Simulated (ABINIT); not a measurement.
Au, 1 atom in the cell. The structure is cubic, space group Fm-3m (No. 225). The conventional cell has a = 4.070 Å, b = 4.070 Å, c = 4.070 Å, α = 90.00°, β = 90.00°, γ = 90.00°. Au (site symmetry m-3m) is surrounded by 12 Au at 2.88 Å. 

| Quantity | Value |
| --- | --- |
| Program | ABINIT 10.8.3 (patched build) |
| Task | single point |
| Functional | PBE |
| Potentials or basis | PseudoDojo NC SR PBE v0.4.1 standard |
| Cutoff | 952 eV |
| k mesh | 8 × 8 × 8 |
| Occupations | fermi-dirac, width 0.05 eV |
| Spin | no spin polarisation |

Potentials or basis: PseudoDojo NC SR PBE v0.4.1 standard.

Launch:

```sh
$ abinit run.abi > log 2>&1
```

Hardware: 1 thread of Arm Neoverse V2, on a shared host.

How long does it take, and how much memory?

Wall time 9.6 s on 1 thread of Arm Neoverse V2, with other jobs on the host, peak memory 0.06 GiB. Counts: scf iterations 8, mpi ranks 1, k points 29, bands 14, plane waves 1135.
